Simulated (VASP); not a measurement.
A run of VASP 6.6.1:

File run.py:

```python
from ase.calculators.vasp import Vasp
from ase.dft.bandgap import bandgap
from ase.spacegroup import crystal

atoms = crystal(
    ['K', 'F'],
    basis=[[0.0, 0.0, 0.0], [0.5, 0.0, 0.0]],
    spacegroup=225,
    setting=1,
    cellpar=[5.3437, 5.3437, 5.3437, 90.0, 90.0, 90.0],
    primitive_cell=True,
)
calc = Vasp(
    directory='calc',
    xc='pbe',
    pp='PBE',
    setups='materialsproject',
    prec='Accurate',
    encut=520,
    ediff=1e-07,
    ismear=0,
    sigma=0.02,
    lreal=False,
    lasph=True,
    nelm=80,
    algo='Normal',
    isif=2,
    lwave=False,
    lcharg=True,
    lelf=True,
    lvhar=True,
    kpts=[9, 9, 9],
    gamma=True,
    nbands=15,
)
atoms.calc = calc

print('energy (eV):', atoms.get_potential_energy())
print('free energy (eV):', atoms.get_potential_energy(force_consistent=True))
print('forces (eV/A):')
print(atoms.get_forces())
print('stress (eV/A^3, Voigt):', atoms.get_stress())
print('Fermi level (eV):', calc.get_fermi_level())
gap, top, bottom = bandgap(calc)
print('band gap (eV):', gap, 'from (spin, k, band)', top, 'to', bottom)
```

Potentials or basis: VASP PAW PBE potentials, release 64 (K_sv, F).

The run is started by

```sh
$ python run.py
```

Hardware: 1 thread of Intel(R) Xeon(R) Platinum 8559C (Emerald Rapids), on a shared host.

Q: How long does it take, and how much memory?

A: It took 15 s on 1 thread of Intel(R) Xeon(R) Platinum 8559C (Emerald Rapids), on a shared host, peak memory 0.16 GiB. Counts: scf iterations 14, k points 35.
